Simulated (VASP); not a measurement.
Wanted: the native input for a VASP 6.6.1 run.

```yaml
Task: single point
Functional: PBE
Potentials_or_basis: VASP PAW PBE potentials, release 64 (Te_GW, Sn_d_GW)
Cutoff: 450 eV
k_mesh: 3 × 3 × 3
Occupations: gaussian, width 0.02 eV
Spin: no spin polarisation
Further_INCAR_settings: ALGO = Fast; EDIFF = 1e-06; NBANDS = 17
```

The structure of SnTe lies in POSCAR:

```
SnTe
1.0
    3.9047000000      0.0000000000      0.0000000000
    0.0000000000      3.9047000000      0.0000000000
    0.0000000000      0.0000000000      3.9047000000
Te Sn
1 1
Direct
    0.5000000000      0.5000000000      0.5000000000
    0.0000000000      0.0000000000      0.0000000000
```

Measurements of this composition are mostly on another form, of space group No. 225.

One way to write it, as run:

INCAR

```
  ALGO = Fast
  EDIFF = 1E-6
  ENCUT = 450
  GGA = PE
  ISIF = 2
  ISMEAR = 0
  LASPH = T
  LCHARG = F
  LREAL = F
  LWAVE = F
  NBANDS = 17
  NELM = 60
  PREC = Accurate
  SIGMA = 0.02
```

KPOINTS

```
k-points
0
Gamma
  3 3 3
```

Potentials or basis: VASP PAW PBE potentials, release 64 (Te_GW, Sn_d_GW).

Command:

```bash
$ cat potpaw_PBE.64/Te_GW/POTCAR potpaw_PBE.64/Sn_d_GW/POTCAR > POTCAR
$ mpirun -np 1 vasp_std > vasp.out
```

It gave:

```
Pressure               : 1.6 GPa
Band gap on the k mesh : 0.57 eV, indirect (least direct gap 2.11 eV)
```

Caveat: the k mesh is coarse (spacing up to 0.54 Å⁻¹), so the values aren't converged; spin-orbit coupling is left out, which moves the levels of the heavy elements; an odd mesh through Γ misses points on the zone boundary, where band edges often lie.

Wall time 9.3 s on 1 thread of Intel(R) Xeon(R) Platinum 8488C (Sapphire Rapids), with other jobs on the host, peak memory 0.16 GiB.
